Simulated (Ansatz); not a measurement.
KBr:

```xyz
2
Lattice="0.0000 3.3000 3.3000 3.3000 0.0000 3.3000 3.3000 3.3000 0.0000" Properties=species:S:1:pos:R:3 pbc="T T T"
Br    3.3000    3.3000    3.3000
K     0.0000    0.0000    0.0000
```

* Program: Ansatz 0.2.0
* Task: relaxation of cell and atoms
* Functional: BLYP
* Potentials or basis: all-electron LAPW, scalar-relativistic
* Basis error allowed: 0.001 eV/atom
* k mesh: 7 × 7 × 7
* Occupations: fermi-dirac, width 0.05 eV
* Spin: no spin polarisation

At the start: volume 35.94 Å³/atom.

Question: Where does the relaxation end?

Answer: Over 5 steps the energy falls by 15.3 meV/atom and the volume is 39.56 Å³/atom (+10.1 %); space group Fm-3m (No. 225, to 0.05 Å).

The path:
```
step  energy change (eV)  largest force (eV/Å)  volume (Å³)
   1              0.0000                0.0000        71.87
   2             -0.0220                0.0000        75.15
   3             -0.0303                0.0000        78.50
   4             -0.0305                0.0000        79.12
   5             -0.0305                0.0000        79.12
```

Final structure:
```xyz
2
Lattice="0.0000 3.4073 3.4073 3.4073 0.0000 3.4073 3.4073 3.4073 0.0000" Properties=species:S:1:pos:R:3 pbc="T T T"
Br    3.4073    3.4073    3.4073
K     0.0000    0.0000    0.0000
```
